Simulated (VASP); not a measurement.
**SnO2 (Cassiterite): band structure with PBE0**

The system is SnO2 (Cassiterite).

```xyz
6
Lattice="4.7714 0.0000 0.0000 0.0000 4.7714 0.0000 0.0000 0.0000 3.2166" Properties=species:S:1:pos:R:3 pbc="T T T"
Sn    4.7714    0.0000    0.0000
Sn    2.3857    2.3857    1.6083
O     1.4613    1.4613    0.0000
O     0.9244    3.8470    1.6083
O     3.3101    3.3101    0.0000
O     3.8470    0.9244    1.6083
```

* Program: VASP 6.6.1
* Task: band structure
* Functional: PBE0
* Potentials or basis: VASP PAW PBE potentials, release 64 (Sn_d, O)
* Cutoff: 520 eV
* k mesh: 4 × 4 × 6
* Occupations: gaussian, width 0.03 eV
* Spin: no spin polarisation
* Grid for exact exchange (PRECFOCK): Fast
* Exchange at q = 0: truncated
* Further INCAR settings: ALGO = Normal; EDIFF = 1e-06; NBANDS = 35

| Item | Value |
| --- | --- |
| Pressure | -2.9 GPa |
| Largest force | 0.026 eV/Å |
| Band gap on the k mesh | 3.43 eV, direct |
| Band gap along the path | 3.43 eV, direct |

Forces on the atoms (eV/Å):
```
Sn   0.000  0.000  0.000
Sn   0.000  0.000  0.000
O    0.018  0.018  0.000
O   -0.018  0.018  0.000
O   -0.018 -0.018  0.000
O    0.018 -0.018  0.000
```

Stress tensor (GPa, compression positive):
```
-2.33  0.00  0.00
 0.00 -2.33  0.00
 0.00  0.00 -4.13
```

Levels at points of the mesh, in eV from the valence-band top:
| k point | band 24 | band 25 | band 26 | band 27 | band 28 | band 29 |
| --- | --- | --- | --- | --- | --- | --- |
| (0.00, 0.00, 0.00) | -0.68 | -0.68 | 0.00 | 3.43 | 8.73 | 8.82 |
| (0.50, 0.00, 0.00) | -0.98 | -0.58 | -0.58 | 6.83 | 6.83 | 9.62 |
| (0.50, 0.50, 0.00) | -1.12 | -0.96 | -0.96 | 7.32 | 7.32 | 10.05 |
| (0.00, 0.00, 0.50) | -1.73 | -1.32 | -1.32 | 8.84 | 8.84 | 12.43 |
| (0.50, 0.00, 0.50) | -1.12 | -0.51 | -0.51 | 9.13 | 9.13 | 10.64 |
| (0.50, 0.50, 0.50) | -0.93 | -0.88 | -0.88 | 7.35 | 7.35 | 11.50 |

Run time: 25 min on 4 MPI ranks on Intel(R) Xeon(R) 6975P-C (Granite Rapids), with other jobs on the host, peak memory 0.32 GiB a rank.

Caveat: the PAW data sets were made with another functional, which shifts forces and pressure a little; spin-orbit coupling is left out, which moves the levels of the heavy elements.
